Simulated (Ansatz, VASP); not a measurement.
**Two plane-wave programs on Te2Mo**

```
CELL_PARAMETERS angstrom
3.78400 0.00000 0.00000
-1.89200 3.27704 0.00000
0.00000 0.00000 33.26988
ATOMIC_POSITIONS crystal
Te 0.33333 0.66667 0.44349
Te 0.33333 0.66667 0.55651
Mo 0.66667 0.33333 0.50000
```

Alike in both runs: task single point; functional PBE; dispersion D3(BJ); k mesh 9 × 9 × 1; occupations gaussian, width 0.02 eV; no spin polarisation.

|  | VASP | Ansatz |
| --- | --- | --- |
| version | VASP 6.6.1 | Ansatz 0.2.0 |
| potentials or method | VASP PAW PBE potentials, release 64 (Te, Mo_sv) | scalar-relativistic, plane waves, PAW |
| plane-wave cutoff (eV) | 520 | 420 |
| valence electrons in the cell | 26 | 46 |

|  | VASP | Ansatz | Ansatz less VASP |
| --- | --- | --- | --- |
| gap on the k mesh at the Fermi level (eV) | 0.78 | 0.78 | 0.000 |
| least direct gap on the mesh (eV) | 0.78 | 0.78 | 0.000 |
| rms of the force components (eV/Å) | 0.795 | 0.799 | +0.0036 |

The two sets of potentials don't hold the same shells in valence. Ansatz warned: «dispersion_switch_in_reach».

Caveats: spin-orbit coupling is left out, which moves the levels of the heavy elements. PBE gaps usually lie below the measured ones, often by a third to a half.
